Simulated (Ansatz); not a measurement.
**Lanthanum, beta-Sn type under m-r²SCAN: from relaxation to bulk modulus**

What does m-r²SCAN give for lanthanum in the beta-Sn type structure? We relax it, solve it on a dense k-mesh, then scale the cell to 7 volumes from 88 to 112 % of the relaxed one and try a fit of the equation of state. The start is ferromagnetic. The k-meshes are 10×10×7 for the relaxation; 17×17×15 for the dense run; 11×11×11 for the volumes.

Method: DFT m-r2SCAN, plane waves (500 eV) with PAW, scalar-relativistic; PBE-made PAW files; m-r²SCAN is r²SCAN on the gauge-invariant kinetic-energy density, in Ansatz 0.2.0.

### Step 1. The structure to begin with

It takes space group I4_1/amd (No. 141, tetragonal). Conventional cell: a = 6.602 Å, b = 6.602 Å, c = 3.605 Å, α = 90.00°, β = 90.00°, γ = 90.00°. Around La (site symmetry -4m2) lie 6 La at 3.42 to 3.60 Å.

As a file:

```
La
1.0
    -3.30121    3.30121    1.80246
     3.30121   -3.30121    1.80246
     3.30121    3.30121   -1.80246
La
2
Direct
  0.00000 0.00000 0.00000
  0.75000 0.25000 0.50000
```

Starting moments (μB): +1 ×2.

### Step 2. Geometry optimisation

File input.yaml:

```yaml
crystal:
  lattice:
    - [-3.3012070246, 3.3012070246, 1.8024590354]
    - [3.3012070246, -3.3012070246, 1.8024590354]
    - [3.3012070246, 3.3012070246, -1.8024590354]
  atoms:
    - { symbol: La, position: [0.0, 0.0, 0.0], spin: 1.0 }
    - { symbol: La, position: [0.75, 0.25, 0.5], spin: 1.0 }
hamiltonian:
  xc: mr2scan
  pseudopotentials:
    kind: paw
    azcp:
      La: "pseudopotentials/La.paw.azcp"
basis:
  ecutwfc: 500
  fft_grid_basis: typed
kpoints:
  mp_grid: { grid: [10, 10, 7], shift: [0, 0, 0] }
magnetization:
  spin_polarized: true
scf:
  occupations: { method: fermi_dirac, width: 0.05 }
relax:
  max_steps: 60
  f_tol: 0.01
  cell: {}
output:
  write_density: true
  write_potential: true
  elf: true
  volumetric_format: npy
```

The run is started by

```bash
> ansatz run input.yaml --threads 2 --pin off --max-ram 6144MiB --backend cpu --events-out ev --progress --plain --runs-dir out
```

After this run come: Single point on a dense mesh; Volume × 0.88; Volume × 0.92; Volume × 0.96; Volume × 1.0; Volume × 1.04; Volume × 1.08; Volume × 1.12.

Before running it: what results should come out? Wanted: space group; conventional cell; volume; shortest distance; gap on the mesh; magnetic state; relative to dhcp; V₀, B₀, B₀′.

The runs gave:

| quantity | value |
| --- | --- |
| space group (spins left aside) | C2/c (No. 15) |
| conventional cell | a = 3.651 Å, b = 11.991 Å, c = 3.798 Å, β = 118.14° |
| volume | 36.658 Å³/atom |
| shortest distance | 3.526 Å |
| gap on the mesh | none (levels filled in part) |
| magnetic state | non-magnetic |
| relative to dhcp | +48 meV/atom |
| V₀, B₀, B₀′ | 36.660 Å³/atom, 24 GPa, 2.7 |

In words: The relaxation shrank the cell by 6.7 % in volume. What began as beta-Sn type has relaxed into C2/c. What follows belongs to that structure, not to the type named at the start. The mesh has less symmetry than the lattice, which may have let the distortion in. Against the reference form of lanthanum (dhcp, computed apart with the same settings) it stands 48 meV/atom higher. The starting moments do not survive. Levels at the Fermi energy are filled in part, as in a metal. The fitted modulus is 24 GPa; letting shape and positions relax at each volume could only lower it.
